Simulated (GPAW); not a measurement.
# KBr (Fm-3m) in GPAW: a series of runs, part 2 of 2

GPAW 26.7.0. The steps go on from the part before.

### Step 3. Equation of state, PBE

Contents of run.py:

```python
from ase.eos import EquationOfState
from ase.io import Trajectory, read
from ase.units import GPa
from gpaw import GPAW, PW

atoms = read('KBr.xyz')

traj = Trajectory('eos.traj', 'w')
volumes, energies = [], []
for x in [0.94, 0.96, 0.98, 1.0, 1.02, 1.04, 1.06]:
    a = atoms.copy()
    a.set_cell(atoms.cell * x**(1 / 3), scale_atoms=True)
    calc = GPAW(mode=PW(600),
                xc='PBE',
                kpts={'size': (6, 6, 6), 'gamma': True},
                occupations={'name': 'fermi-dirac', 'width': 0.05},
                nbands=16,
                convergence={'density': 1e-05, 'energy': 1e-05},
                maxiter=150,
                txt=f'eos-{x:.2f}.txt')
    a.calc = calc
    energies.append(a.get_potential_energy(force_consistent=True))
    volumes.append(a.get_volume())
    p = -a.get_stress()[:3].mean() / GPa
    calc.write(f'eos-{x:.2f}.gpw')
    traj.write(a)
    print(f'{x:.2f} {volumes[-1]:10.4f} A^3 {energies[-1]:14.6f} eV {p:9.3f} GPa', flush=True)

v0, e0, B = EquationOfState(volumes, energies, eos='birchmurnaghan').fit()
print(f'V0 = {v0:.4f} A^3, E0 = {e0:.6f} eV, B0 = {B / GPa:.2f} GPa')
```

Contents of KBr.xyz:

```xyz
2
Lattice="0.0000000000 3.3000000000 3.3000000000 3.3000000000 0.0000000000 3.3000000000 3.3000000000 3.3000000000 0.0000000000" Properties=species:S:1:pos:R:3 pbc="T T T"
Br     3.3000000000      3.3000000000      3.3000000000
K      0.0000000000      0.0000000000      0.0000000000
```

Potentials or basis: GPAW PAW data sets (gpaw-data 1.2.1), pw.

Command:

```sh
OMP_NUM_THREADS=1 python run.py
```

Output:

```text
__  _  _
 | _ |_)|_||  |
 |__||  | ||/\| - 26.7.0

Input parameters:
  mode=PW(ecut=600.0),
  convergence={'density': 1e-05, 'energy': 1e-05},
  kpts=MonkhorstPack(size=(6, 6, 6), gamma=True),
  maxiter=150,
  nbands=16,
  occupations=Occupations(name='fermi-dirac', width=0.05),
  xc=XC(name='PBE')

Diagonalizing LCAO Hamiltonian
Converting LCAO to pw mode

                 Br

       K

Atoms  # Å, Bohr magnetons
|   | symbol |        x |        y |        z |    initial magnetic moments |
|---|--------|----------|----------|----------|-----------------------------|
| 0 |     Br | 3.255400 | 3.255400 | 3.255400 | ( 0.0000,  0.0000,  0.0000) |
| 1 |      K | 0.000000 | 0.000000 | 0.000000 | ( 0.0000,  0.0000,  0.0000) |

Unit cell  # Å
| periodic |        x |        y |        z |  lengths |    angles |
|----------|----------|----------|----------|----------|-----------|
|      yes | 0.000000 | 3.255400 | 3.255400 | 4.603831 | 60.000000 |
|      yes | 3.255400 | 0.000000 | 3.255400 | 4.603831 | 60.000000 |
|      yes | 3.255400 | 3.255400 | 0.000000 | 4.603831 | 60.000000 |

Number of symmetries: 48
[... 51 lines left out ...]

BZ-sampling:
  Number of BZ points: 216
  Number of IBZ points: 16

  Monkhorst-Pack size: [6, 6, 6]
  Monkhorst-Pack shift: [0.08333333333333333, 0.08333333333333333, 0.08333333333333333]

K-points  # in reciprocal-cell coordinates
|     |                                coordinates |     weight |
|-----|--------------------------------------------|------------|
|   0 | (  0.00000000,   0.00000000,   0.00000000) | 0.00462963 |
|   1 | (  0.16666667,   0.16666667,   0.00000000) | 0.02777778 |
|   2 | (  0.16666667,   0.16666667,   0.16666667) | 0.03703704 |
|   3 | (  0.33333333,   0.16666667,   0.16666667) | 0.05555556 |
|   4 | (  0.33333333,   0.33333333,  -0.33333333) | 0.05555556 |
|   5 | (  0.33333333,   0.33333333,   0.00000000) | 0.02777778 |
|   6 | (  0.33333333,   0.33333333,   0.16666667) | 0.11111111 |
|   7 | (  0.33333333,   0.33333333,   0.33333333) | 0.03703704 |
|   8 | (  0.50000000,   0.33333333,  -0.33333333) | 0.11111111 |
|   9 | (  0.50000000,   0.33333333,  -0.16666667) | 0.05555556 |
| ... |                                            |            |
|  15 | (  0.50000000,   0.50000000,   0.50000000) | 0.01851852 |

Plane wave coefficients: 2332
Cutoff: 600.0 eV

Spin-components: 1 (collinear spins)
Bands:           16
Projectors:      10
Spin-degeneracy: 2
Datatype:        complex128

Parallelization:
  kpt:    1
  domain: 1
  band:   1

Density:
  Valence electrons: 16.0
  Components: 1
  Grid points: [27 27 27]
  Charge: 0.0  # |e|

Potential:
  Grid points: [27 27 27]

species:
  Br:
    name:    Bromine
    Z:       35.0
    valence: 7
    core:    28
    charge:  0.0  # [|e|]
    compensation charges:
      type: gauss
      rc: 0.35  # [Å]
      lmax: 2
    cutoffs:
      filter: 1.98  # [Å]
      core: 2.38  # [Å]
    projectors
    | kind |    occ | energy [eV] | rcut [Å] |
    |------|--------|-------------|----------|
    |   4s |  2.000 |     -20.121 |    1.111 |
    |   4p |  5.000 |      -7.861 |    1.111 |
    |    s |        |       7.091 |    1.111 |
    |    p |        |      19.351 |    1.111 |
    |    d |        |       0.000 |    1.111 |

    Using partial waves for Br as LCAO basis

  K:
    name:    Potassium
    Z:       19.0
    valence: 9
    core:    10
    charge:  0.0  # [|e|]
    compensation charges:
      type: gauss
      rc: 0.35  # [Å]
      lmax: 2
    cutoffs:
      filter: 1.91  # [Å]
      core: 1.27  # [Å]
    projectors
    | kind |    occ | energy [eV] | rcut [Å] |
    |------|--------|-------------|----------|
    |   3s |  2.000 |     -35.338 |    1.122 |
    |   4s |  1.000 |      -2.319 |    1.122 |
    |   3p |  6.000 |     -18.813 |    1.106 |
    |    p |        |       8.398 |    1.106 |
    |    d |        |       0.000 |    0.937 |

    Using partial waves for K as LCAO basis

Reference energy: -87284.500948  # eV

eigensolver:
  PPCG
  Converge bands: occupied
  niter=2

density mixing:
  MSR1-Mixer
  Pratt-step length: 0.05
  Maximum mixing coefficient: 0.75
  Old densities: 10
  SVD Regularization: 0.005
  Good broyden scale: 1.0
  Trust region scale: 1.0
  Backstep threshold: 4.0
  History deletion threshold: 6.0
  Fourier metric: weight=20.0, sigma=0.015

occupation numbers:
  Fermi-Dirac:
    width: 0.0500  # eV

poisson solver:
  ecut: 4800.0  # eV

xc functional:
  name: PBE with 2 nearest neighbor stencil

convergence criteria:
- Maximum integral of absolute [dens]ity change: 1e-05 electrons / valence electron
- Maximum [total energy] change in last 3 cyles: 1e-05 eV / valence electron
- Maximum integral of absolute [eigenst]ate change: 4e-08 eV^2 / valence electron
maximum number of iterations: 150

SCF iterations
|iter     | |      energy | eigst |  dens |
|---------|-|-------------|-------|-------|
|iter:   1| |   -6.476986 | -0.26 |       |
|iter:   2| |   -6.455709 | -2.38 | -1.33 |
|iter:   3| |   -6.355431 | -2.08 | -1.36 |
|iter:   4| |   -6.357774 | -3.34 | -1.72 |
|iter:   5| |   -6.359818 | -4.17 | -2.08 |
|iter:   6| |   -6.359959 | -5.43 | -2.81 |
|iter:   7| |   -6.359967c| -6.76 | -3.56 |
|iter:   8| |   -6.359969c| -7.32 | -3.99 |
|iter:   9| |   -6.359969c| -8.21c| -5.16c|

Converged in 9 steps
Energy contributions relative to reference atoms: (reference = -87284.500948)

Energy contributions:
  Kinetic:           6.201409
  Coulomb:          -5.185367
  Zero:             -0.666031
  External:          0.000000
  Xc:               -6.709980
  Entropy:          -0.000000
  Spinorbit:         0.000000
  ----------------------------
  Free energy:      -6.359969
  Extrapolated:     -6.359969

dipole moment: (-23.723362, -23.723362, -23.723362)  # |e|*Ang

Fermi level: 1.910
Eigenvalues  # (at kpt = [0.000, 0.000, 0.000])
| band index |      eig [eV] | occ [0-2] |
|------------|---------------|-----------|
|          0 |       -27.632 |     2.000 |
|          1 |       -12.297 |     2.000 |
|          2 |       -11.146 |     2.000 |
|          3 |       -11.146 |     2.000 |
|          4 |       -11.146 |     2.000 |
|          5 |         0.034 |     2.000 |
[... 8 lines left out ...]
|         14 |        11.752 |     0.000 |
|         15 |        15.839 |     0.000 |

Gap: 4.555 eV
Transition (v -> c):
  (s=0, k=0, n=7, [0.00, 0.00, 0.00]) -> (s=0, k=0, n=8, [0.00, 0.00, 0.00])
No difference between direct/indirect transitions

Stress tensor  # eV/Ang^3
|         x |         y |         z |
|-----------|-----------|-----------|
| -0.009064 |  0.000000 |  0.000000 |
|  0.000000 | -0.009064 | -0.000000 |
|  0.000000 | -0.000000 | -0.009064 |

# Writing to eos-0.96.gpw (mode='')
```

stdout:

```text
0.94    67.5616 A^3      -6.344863 eV     1.897 GPa
0.96    68.9990 A^3      -6.359969 eV     1.452 GPa
0.98    70.4365 A^3      -6.371291 eV     1.055 GPa
1.00    71.8740 A^3      -6.379228 eV     0.699 GPa
1.02    73.3115 A^3      -6.384150 eV     0.381 GPa
1.04    74.7490 A^3      -6.386385 eV     0.097 GPa
1.06    76.1864 A^3      -6.386186 eV    -0.158 GPa
V0 = 75.3423 A^3, E0 = -6.386577 eV, B0 = 13.45 GPa
```

Run time: 73 s. Hardware: 1 thread of Arm Neoverse V2, shared host; peak memory 0.23 GiB.

What came out:

| Property | Result |
| --- | --- |
| Equilibrium volume | 37.67 Å³/atom |
| Bulk modulus | 13.5 GPa |
| Pressure derivative of the bulk modulus | 4.8 |

Energy against volume, from the lowest point:
```tsv
volume (Å³/atom)	energy (meV/atom)
33.781	20.76
34.500	13.21
35.218	7.55
35.937	3.58
36.656	1.12
37.374	0.00
38.093	0.10
```

PBE usually gives volumes a little too large and moduli too small. Zero-point motion and thermal expansion aren't in these numbers.

### Step 4. Equation of state, vdW-DF

run.py: that of step 3 with these lines changed.

```diff
@@ -5,3 +5,3 @@
 
-atoms = read('KBr.xyz')
+atoms = read('POSCAR')
 
@@ -13,3 +13,3 @@
     calc = GPAW(mode=PW(600),
-                xc='PBE',
+                xc={'name': 'vdW-DF', 'backend': 'libvdwxc'},
                 kpts={'size': (6, 6, 6), 'gamma': True},
@@ -23,6 +23,5 @@
     volumes.append(a.get_volume())
-    p = -a.get_stress()[:3].mean() / GPa
     calc.write(f'eos-{x:.2f}.gpw')
     traj.write(a)
-    print(f'{x:.2f} {volumes[-1]:10.4f} A^3 {energies[-1]:14.6f} eV {p:9.3f} GPa', flush=True)
+    print(f'{x:.2f} {volumes[-1]:10.4f} A^3 {energies[-1]:14.6f} eV', flush=True)
```

Contents of POSCAR:

```
KBr
1.0
    0.0000000000      3.3000000000      3.3000000000
    3.3000000000      0.0000000000      3.3000000000
    3.3000000000      3.3000000000      0.0000000000
Br K
1 1
Direct
    0.5000000000      0.5000000000      0.5000000000
    0.0000000000      0.0000000000      0.0000000000
```

Command:

```sh
OMP_NUM_THREADS=1 python run.py
```

Wall time 79 s (1 thread of Arm Neoverse V2, shared host); peak memory 0.26 GiB.

The run converged. Its results:

```yaml
Equilibrium_volume: "38.53 Å³/atom (rough: see the caveat)"
Bulk_modulus: 13.8 GPa (rough)
```

Energy against volume, from the lowest point:
| volume (Å³/atom) | energy (meV/atom) |
| --- | --- |
| 33.781 | 31.88 |
| 34.500 | 22.02 |
| 35.218 | 14.21 |
| 35.937 | 8.37 |
| 36.656 | 4.09 |
| 37.374 | 1.31 |
| 38.093 | 0.00 |

Caveat: the minimum lies outside the volumes run; the PAW data sets were made with another functional, which shifts forces and pressure a little.

### Step 5. One-shot levels of the hybrid HSE06, LDA

Contents of run.py:

```python
import numpy as np
import spglib
from ase import Atoms
from ase.dft.bandgap import bandgap
from ase.io import read, write
from ase.units import GPa
from gpaw import GPAW, PW
from gpaw.hybrids import NonSelfConsistentHybridXCCalculator
from gpaw.hybrids.energy import non_self_consistent_energy

atoms = read('KBr.cif')
cell, positions, numbers = spglib.find_primitive(
    (atoms.cell[:], atoms.get_scaled_positions(), atoms.numbers), symprec=1e-4)
atoms = Atoms(numbers, cell=cell, scaled_positions=positions, pbc=True)

calc = GPAW(mode=PW(500),
            xc='LDA',
            kpts={'size': (4, 4, 4), 'gamma': True},
            occupations={'name': 'fermi-dirac', 'width': 0.05},
            nbands=18,
            convergence={'density': 1e-05, 'energy': 1e-05, 'bands': 14, 'eigenstates': 1e-07},
            maxiter=150,
            txt='gpaw.txt')
atoms.calc = calc
energy = atoms.get_potential_energy()
forces = atoms.get_forces()
stress = atoms.get_stress()
calc.write('gs.gpw')
write('result.traj', atoms)
print(f'Energy: {energy:.6f} eV')
print('Forces (eV/A):')
print(forces.round(4))
print('Stress (GPa):', (stress / GPa).round(3))
print('Fermi level:', round(calc.get_fermi_level(), 4), 'eV')
print(f'Gap: {bandgap(calc)[0]:.4f} eV, direct: {bandgap(calc, direct=True)[0]:.4f} eV')

for xc in ['HSE06', 'YS-PBE0', 'EXX']:
    e = non_self_consistent_energy(calc, xc).sum()
    print(f'{xc} energy on these orbitals: {e:.6f} eV')
    nsc = NonSelfConsistentHybridXCCalculator.from_dft_calculation(
        calc.dft, xc, log=f'levels-{xc}.txt')
    dft_skn, hyb_skn = nsc.calculate(calc.dft.ibzwfs, 0, 14)
    np.savetxt(f'levels-{xc}.dat', hyb_skn.reshape((-1, hyb_skn.shape[-1])), fmt='%.4f')
```

KBr.cif is that of step 2.

Potentials or basis: the program's PAW data sets (release 1.2.1) made for this functional, pw.

Command:

```sh
OMP_NUM_THREADS=1 python run.py
```

gpaw.txt:

```text
__  _  _
 | _ |_)|_||  |
 |__||  | ||/\| - 26.7.0

Input parameters:
  mode=PW(ecut=500.0),
  convergence={'density': 1e-05, 'energy': 1e-05, 'bands': 14, 'eigenstates': 1e-07},
  kpts=MonkhorstPack(size=(4, 4, 4), gamma=True),
  maxiter=150,
  nbands=18,
  occupations=Occupations(name='fermi-dirac', width=0.05),
  xc=XC(name='LDA')

Diagonalizing LCAO Hamiltonian
Converting LCAO to pw mode

                 Br

       K

Atoms  # Å, Bohr magnetons
|   | symbol |        x |        y |        z |    initial magnetic moments |
|---|--------|----------|----------|----------|-----------------------------|
| 0 |     Br | 3.300000 | 3.300000 | 3.300000 | ( 0.0000,  0.0000,  0.0000) |
| 1 |      K | 0.000000 | 0.000000 | 0.000000 | ( 0.0000,  0.0000,  0.0000) |

Unit cell  # Å
| periodic |        x |        y |        z |  lengths |    angles |
|----------|----------|----------|----------|----------|-----------|
|      yes | 0.000000 | 3.300000 | 3.300000 | 4.666905 | 60.000000 |
|      yes | 3.300000 | 0.000000 | 3.300000 | 4.666905 | 60.000000 |
|      yes | 3.300000 | 3.300000 | 0.000000 | 4.666905 | 60.000000 |

Number of symmetries: 48
[... 51 lines left out ...]

BZ-sampling:
  Number of BZ points: 64
  Number of IBZ points: 8

  Monkhorst-Pack size: [4, 4, 4]
  Monkhorst-Pack shift: [0.125, 0.125, 0.125]

K-points  # in reciprocal-cell coordinates
|   |                                coordinates |     weight |
|---|--------------------------------------------|------------|
| 0 | (  0.00000000,   0.00000000,   0.00000000) | 0.01562500 |
| 1 | (  0.25000000,   0.25000000,   0.00000000) | 0.09375000 |
| 2 | (  0.25000000,   0.25000000,   0.25000000) | 0.12500000 |
| 3 | (  0.50000000,   0.25000000,  -0.25000000) | 0.09375000 |
| 4 | (  0.50000000,   0.25000000,   0.25000000) | 0.18750000 |
| 5 | (  0.50000000,   0.50000000,   0.00000000) | 0.04687500 |
| 6 | (  0.50000000,   0.50000000,   0.25000000) | 0.37500000 |
| 7 | (  0.50000000,   0.50000000,   0.50000000) | 0.06250000 |

Plane wave coefficients: 1850
Cutoff: 500.0 eV

Spin-components: 1 (collinear spins)
Bands:           18
Projectors:      10
Spin-degeneracy: 2
Datatype:        complex128

Parallelization:
  kpt:    1
  domain: 1
  band:   1

Density:
  Valence electrons: 16.0
  Components: 1
  Grid points: [25 25 25]
  Charge: 0.0  # |e|

Potential:
  Grid points: [25 25 25]

species:
  Br:
    name:    Bromine
    Z:       35.0
    valence: 7
    core:    28
    charge:  0.0  # [|e|]
    compensation charges:
      type: gauss
      rc: 0.35  # [Å]
      lmax: 2
    cutoffs:
      filter: 1.98  # [Å]
      core: 2.38  # [Å]
    projectors
    | kind |    occ | energy [eV] | rcut [Å] |
    |------|--------|-------------|----------|
    |   4s |  2.000 |     -20.306 |    1.111 |
    |   4p |  5.000 |      -8.003 |    1.111 |
    |    s |        |       6.906 |    1.111 |
    |    p |        |      19.208 |    1.111 |
    |    d |        |       0.000 |    1.111 |

    Using partial waves for Br as LCAO basis

  K:
    name:    Potassium
    Z:       19.0
    valence: 9
    core:    10
    charge:  0.0  # [|e|]
    compensation charges:
      type: gauss
      rc: 0.35  # [Å]
      lmax: 2
    cutoffs:
      filter: 1.91  # [Å]
      core: 1.27  # [Å]
    projectors
    | kind |    occ | energy [eV] | rcut [Å] |
    |------|--------|-------------|----------|
    |   3s |  2.000 |     -35.177 |    1.122 |
    |   4s |  1.000 |      -2.428 |    1.122 |
    |   3p |  6.000 |     -18.839 |    1.106 |
    |    p |        |       8.373 |    1.106 |
    |    d |        |       0.000 |    0.937 |

    Using partial waves for K as LCAO basis

Reference energy: -87153.214374  # eV

eigensolver:
  PPCG
  Converge bands: 14
  niter=2

density mixing:
  MSR1-Mixer
  Pratt-step length: 0.05
  Maximum mixing coefficient: 0.75
  Old densities: 10
  SVD Regularization: 0.005
  Good broyden scale: 1.0
  Trust region scale: 1.0
  Backstep threshold: 4.0
  History deletion threshold: 6.0
  Fourier metric: weight=20.0, sigma=0.015

occupation numbers:
  Fermi-Dirac:
    width: 0.0500  # eV

poisson solver:
  ecut: 4000.0  # eV

xc functional:
  name: None

convergence criteria:
- Maximum integral of absolute [dens]ity change: 1e-05 electrons / valence electron
- Maximum [total energy] change in last 3 cyles: 1e-05 eV / valence electron
- Maximum integral of absolute [eigenst]ate change: 1e-07 eV^2 / valence electron
maximum number of iterations: 150

SCF iterations
|iter     | |      energy | eigst |  dens |
|---------|-|-------------|-------|-------|
|iter:   1| |   -7.141565 | +2.15 |       |
|iter:   2| |   -7.118182 | +0.91 | -1.34 |
|iter:   3| |   -6.998353 | +0.18 | -1.37 |
|iter:   4| |   -6.994372 | -1.24 | -1.74 |
|iter:   5| |   -6.994291 | -2.31 | -2.13 |
|iter:   6| |   -6.994309c| -3.80 | -2.83 |
|iter:   7| |   -6.994310c| -4.73 | -3.65 |
|iter:   8| |   -6.994310c| -6.03 | -4.12 |
|iter:   9| |   -6.994310c| -6.77 | -5.71c|
|iter:  10| |   -6.994310c| -7.65c| -6.12c|

Converged in 10 steps
Energy contributions relative to reference atoms: (reference = -87153.214374)

Energy contributions:
  Kinetic:           2.127885
  Coulomb:          -1.921773
  Zero:             -0.676863
  External:          0.000000
  Xc:               -6.523559
  Entropy:          -0.000000
  Spinorbit:         0.000000
  ----------------------------
  Free energy:      -6.994310
  Extrapolated:     -6.994310

dipole moment: (-23.978318, -23.978318, -23.978318)  # |e|*Ang

Fermi level: 1.254
Eigenvalues  # (at kpt = [0.000, 0.000, 0.000])
| band index |      eig [eV] | occ [0-2] |
|------------|---------------|-----------|
|          0 |       -27.913 |     2.000 |
|          1 |       -12.832 |     2.000 |
|          2 |       -11.624 |     2.000 |
|          3 |       -11.624 |     2.000 |
|          4 |       -11.624 |     2.000 |
|          5 |        -0.480 |     2.000 |
[... 8 lines left out ...]
|         14 |        10.729 |     0.000 |
|         15 |        14.469 |     0.000 |
|        ... |               |           |
|         17 |        14.795 |     0.000 |

Gap: 4.037 eV
Transition (v -> c):
  (s=0, k=0, n=7, [0.00, 0.00, 0.00]) -> (s=0, k=0, n=8, [0.00, 0.00, 0.00])
No difference between direct/indirect transitions

Forces  # eV/Ang
|       x |       y |       z |
|---------|---------|---------|
| 0.00000 | 0.00000 | 0.00000 |  # Br   0
| 0.00000 | 0.00000 | 0.00000 |  # K    1

Stress tensor  # eV/Ang^3
|         x |         y |         z |
|-----------|-----------|-----------|
|  0.010979 | -0.000000 | -0.000000 |
| -0.000000 |  0.010979 |  0.000000 |
| -0.000000 |  0.000000 |  0.010979 |

# Writing to gs.gpw (mode='')
```

It took 2.8 min on 1 thread of Arm Neoverse V2, shared host; peak memory 0.41 GiB.

Results:

```yaml
Free_energy: -6.9943 eV
Pressure: -1.8 GPa
Band_gap_on_the_k_mesh: 4.04 eV, direct
Band_gap_of_the_one-shot_hybrid: 5.51 eV
Direct_band_gap_of_the_one-shot_hybrid: 5.51 eV
```

Band gaps from one-shot exact exchange on these states (eV): hse06 5.51, ys_pbe0 5.57, hf 11.78

Caveat: the k mesh is coarse; the cutoff is short for stress and forces, so pressures can be off by a GPa or more; energy and the plain gap are those of the semilocal run; the hybrids' values are one shot on its orbitals and mesh.
